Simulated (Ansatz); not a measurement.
SnTe in Ansatz: the effect of functional

SnTe:

```
Te Sn
1.0
     0.00000    3.53743    3.53743
     3.53743    0.00000    3.53743
     3.53743    3.53743    0.00000
Te Sn
1 1
Direct
  0.25000 0.25000 0.25000
  0.00000 0.00000 0.00000
```

Measurements of this composition are mostly on another form, of space group No. 225.

The cell isn't the ideal one: volume scaled by 0.94.

Alike in all runs:

- Program: Ansatz 0.2.0
- Task: single point
- Potentials or basis: Ansatz PAW
- k mesh: 7 × 7 × 7
- Occupations: fermi-dirac, width 0.05 eV
- Spin: no spin polarisation

| functional | cutoff | pressure (GPa) |
| --- | --- | --- |
| LDA | 420 eV (not typed: the program's choice for these potentials) | -0.8 |
| PBEsol | 420 eV (not typed: the program's choice for these potentials) | 0.1 |
| r2SCAN | 500 eV (not typed: the program's choice for these potentials) | ? |

Question: What does the run with functional r2SCAN give?

Answer: Pressure 1.1 GPa.

Caveats: the PAW data sets come from PBE, with cores solved anew for the run's functional, which leaves a small shift of forces and pressure.
